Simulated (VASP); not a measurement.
Input of a VASP 6.6.1 run:

File INCAR:

```
SYSTEM = AlN
ALGO = Fast
EDIFF = 1E-6
ENCUT = 520
GGA = PS
ISIF = 2
ISMEAR = 0
LASPH = .True.
LCHARG = .False.
LREAL = .False.
LWAVE = .False.
NBANDS = 16
NELM = 100
PREC = Accurate
SIGMA = 0.01
```

The input KPOINTS:

```
k-points
0
Gamma
  9 9 7
  0 0 0
```

POSCAR

```
AlN
1.0
    1.7213201271     -2.4959141842      0.0000000000
    1.7213201271      2.4959141842      0.0000000000
    0.0000000000      0.0000000000      4.4754323303
Al N
2 2
Direct
   -0.0208967180      0.0208967180      0.0238396574
    0.6259240404      0.3740759596      0.5238396574
   -0.0079251833      0.0079251833      0.4461603426
    0.6129525057      0.3870474943      0.9461603426
```

Potentials or basis: VASP PAW PBE potentials, release 64 (Al, N).

Run with:

```sh
$ cat potpaw_PBE.64/Al/POTCAR potpaw_PBE.64/N/POTCAR > POTCAR
$ mpirun -np 1 vasp_std > vasp.out
```

Task: Estimate the band gap on the k mesh.

Result: 3.52 eV, indirect (least direct gap 3.77 eV).

Task: What does it give for the largest force?

Result: 0.008 eV/Å.

Task: Predict the pressure.

Result: 10.0 GPa.

Forces in eV/Å, atoms in the order of the input:
```
Al   0.000 -0.005 -0.004
Al   0.000  0.005 -0.004
N    0.000 -0.007  0.004
N    0.000  0.007  0.004
```

Caveat: the PAW data sets were made with another functional, which shifts forces and pressure a little; an odd mesh through Γ misses points on the zone boundary, where band edges often lie.
